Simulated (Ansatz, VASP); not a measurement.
In2O3 in VASP and in Ansatz

```
In O
1.0
     2.78755    1.60939    4.91843
    -2.78755    1.60939    4.91843
     0.00000   -3.21878    4.91843
In O
4 6
Direct
  0.35720 0.35720 0.35720
  0.14280 0.14280 0.14280
  0.64280 0.64280 0.64280
  0.85720 0.85720 0.85720
  0.54651 0.95349 0.25000
  0.25000 0.54651 0.95349
  0.95349 0.25000 0.54651
  0.45349 0.04651 0.75000
  0.75000 0.45349 0.04651
  0.04651 0.75000 0.45349
```

Alike in both runs: task single point; functional PBE; k mesh 6 × 6 × 6; occupations gaussian, width 0.05 eV; no spin polarisation.

|  | VASP | Ansatz |
| --- | --- | --- |
| version | VASP 6.6.1 | Ansatz 0.2.0 |
| potentials or method | VASP PAW PBE potentials, release 64 (In_d, O) | scalar-relativistic, plane waves, PAW |
| plane-wave cutoff (eV) | 520 | 520 |
| valence electrons in the cell | 88 | 88 |

|  | VASP | Ansatz | Ansatz less VASP |
| --- | --- | --- | --- |
| gap on the k mesh at the Fermi level (eV) | 0.96 | 0.97 | +0.008 |
| least direct gap on the mesh (eV) | 1.04 | 1.05 | +0.008 |
| pressure (GPa) | 0.4 | 0.0 | -0.43 |
| largest component of the traceless stress (GPa) | 0.10 | 0.01 | -0.090 |
| rms of the force components (eV/Å) | 0.005 | 0.001 | -0.0038 |

Atom by atom the forces differ by 0.005 eV/Å (rms over components).

Caveats: spin-orbit coupling is left out, which moves the levels of the heavy elements. A k mesh can miss the band edges. PBE gaps usually lie below the measured ones, often by a third to a half.
